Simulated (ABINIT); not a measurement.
A run of ABINIT 10.8.3 (patched build) is set up as follows.

Contents of run.abi:

```
pp_dirpath "./"
pseudos "Ga.upf, P.upf"

acell 3.8540855109 3.8540855109 3.8540855109 Angstrom
rprim
     0.0000000000     0.7071067812     0.7071067812
     0.7071067812     0.0000000000     0.7071067812
     0.7071067812     0.7071067812     0.0000000000
ntypat 2
znucl 31 15
natom 2
typat 1 2
xred
     0.0000000000     0.0000000000     0.0000000000
     0.7500000000     0.7500000000     0.7500000000

ecut 36.0

kptopt 1
ngkpt 6 6 6
nshiftk 1
shiftk 0.0 0.0 0.0

ixc 11

nband 13
occopt 3
tsmear 0.00183747

nstep 100
tolvrs 1.0e-10

iomode 3
prtwf 0
prteig 0
prtebands 0
prtden 1
prtvha 1
prtvclmb 1
prtpot 1
prtelf 1
```

Potentials or basis: PseudoDojo NC SR PBE v0.4.1 standard.

Command:

```bash
$ abinit run.abi > log 2>&1
```

**Question.** Predict the band gap on the k mesh.

**Answer.** 1.65 eV, indirect (least direct gap 1.82 eV).

**What was measured.**

From “Stacking defects in GaP nanowires: Electronic structure and optical properties”, 2018, arxiv:1810.01194, for a bulk crystal of GaP at 10 K: band gap 2.34 eV (indirect).

Against the measured gap of GaP, 2.34 eV (indirect; 10 K; quoted in “Stacking defects in GaP nanowires: Electronic structure and optical properties”, 2018, arxiv:1810.01194), the calculated 1.65 eV is off by -0.69 eV. Spin-orbit coupling on Ga is left out. The value is that of PBE on a finite k mesh, which can miss the band edges, without temperature or zero-point motion. Semilocal functionals fall short of measured gaps as a rule.
